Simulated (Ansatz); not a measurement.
Runs of Ansatz 0.2.0 on TaN. Symmetry: Fm-3m, No. 225, cubic system. The conventional cell has a = 4.423 Å, b = 4.423 Å, c = 4.423 Å, α = 90.00°, β = 90.00°, γ = 90.00°. Ta (site symmetry m-3m) is surrounded by 6 N at 2.21 Å. Around N (site symmetry m-3m) lie 6 Ta at 2.21 Å. The cell comes from a database or a generator and needn't be the stable form of this composition.

```csv
task,level,cell,k mesh,cutoff (eV),smearing,basis error allowed,mesh quality,gap on the mesh (eV),pressure (GPa)
band structure,BLYP+D4,"atoms moved at random, drawn with an rms of 0.15 Å",10 × 10 × 10,411,gaussian 0.05 eV,0.001 eV/atom,not flagged,-,5.3
single point,PBE,as given,6 × 6 × 6,300,fermi-dirac 0.06 eV,0.004 eV/atom,coarse,none,(a)
band structure,LDA,as given,10 × 10 × 10,355,fermi-dirac 0.05 eV,0.001 eV/atom,not flagged,-,-17.1
single point,LDA,as given,10 × 10 × 10,355,gaussian 0.05 eV,0.001 eV/atom,not flagged,none,-17.1
single point,RPBE,as given,10 × 10 × 10,355,gaussian 0.02 eV,0.001 eV/atom,not flagged,none,3.4
```

Alike in all rows: potentials or basis all-electron LAPW, scalar-relativistic; no spin polarisation.

Q: Fill in the values left out.

A: (a) -0.6.

Caveats: some runs use coarse meshes; so large a pressure means that the cell lies far from this level's equilibrium, or that cutoff or potentials fall short (some runs); pairwise dispersion overbinds metals, which lowers pressure and volume (some runs); forces of over 1 eV/Å show positions far from the minimum, so gaps and moduli don't describe the material at rest (some runs); the k mesh is thin for a metal, which can move the energy by tens of meV per atom (some runs).

A k mesh can miss the band edges, and the runs leave out spin-orbit coupling on Ta.

A gap of «none» marks a metal or a gap under the smearing width.

Not every run made on this cell is shown here.
